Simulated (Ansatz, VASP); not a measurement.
## One calculation of Y, two programs

```xyz
2
Lattice="3.6021 0.0000 0.0000 -1.8011 3.1196 0.0000 0.0000 0.0000 5.6697" Properties=species:S:1:pos:R:3 pbc="T T T"
Y     0.0000    2.0797    1.4174
Y     1.8011    1.0399    4.2523
```

Change from the starting cell: volume scaled by 0.96, crystal datasets.

Alike in both runs: task electric field gradients; functional LDA; k mesh 12 × 12 × 7; occupations fermi-dirac, width 0.08 eV; no spin polarisation.

|  | VASP | Ansatz |
| --- | --- | --- |
| version | VASP 6.6.1 | Ansatz 0.2.0 |
| potentials or method | VASP PAW LDA potentials, release 64 (Y_sv), cutoff 520 eV | all-electron PAW with datasets made for the crystal, scalar-relativistic |

|  | VASP | Ansatz | Ansatz less VASP |
| --- | --- | --- | --- |
| pressure (GPa) | -2.6 | -2.5 | +0.11 |
| largest component of the traceless stress (GPa) | 0.35 | 0.37 | +0.012 |
| Vzz of the field gradient on the site that differs most (V/Å²) | 26.3 | 27.1 | +0.76 |

Ansatz ran all-electron here, so the differences hold the error of VASP's frozen core and of both bases. Ansatz warned: «gradients_without_spin_orbit».
